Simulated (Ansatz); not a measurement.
# CdF2 under changes of volume

One of the cells (13.035 Å³/atom); the others are scaled copies at fixed shape and fractional positions:

```xyz
3
Lattice="0.0000 2.6940 2.6940 2.6940 0.0000 2.6940 2.6940 2.6940 0.0000" Properties=species:S:1:pos:R:3 pbc="T T T"
Cd    0.0000    0.0000    0.0000
F     4.0410    4.0410    4.0410
F     1.3470    1.3470    1.3470
```

- Program: Ansatz 0.2.0
- Functional: LDA
- Potentials or basis: all-electron LAPW, scalar-relativistic
- Cutoff: 292 eV (chosen from the basis error)
- Basis error allowed: 0.002 eV/atom
- k mesh: 9 × 9 × 9
- Occupations: fermi-dirac, width 0.05 eV
- Spin: no spin polarisation

```csv
volume (Å³/atom),energy over the lowest point (meV/atom),pressure (GPa),gap on the mesh (eV)
12.253,0.19,1.5,3.04
12.513,0.00,-1.2,2.97
12.774,3.93,-3.6,2.90
13.035,11.48,-5.7,2.82
13.295,22.26,-7.5,2.76
13.556,?,?,?
13.817,51.99,-10.6,2.62
```

Problem. What does the run at 13.556 Å³/atom give?

Solution. Energy over the lowest point 35.87 meV/atom; pressure -9.2 GPa; gap on the mesh 2.69 eV.

Worked out: A Birch-Murnaghan fit of order 3 (a polynomial in V^(-2/3)) to the other rows has its minimum at 12.39 Å³/atom with B0 = V·E''(V) = 127 GPa and B' = 4.9. It gives 35.87 meV/atom at 13.556 Å³/atom, against the run's 35.87, and -dE/dV = -9.2 GPa, against -9.2. A straight line through the other rows of the gap, of slope -3.5 eV per unit of ln V, gives 2.69 eV, against the run's 2.69.

Energies are extrapolated to zero smearing.

Caveats: an odd mesh through Γ misses points on the zone boundary, where band edges often lie. Spin-orbit coupling on Cd is left out.

The runs don't all hold the same shells in valence.
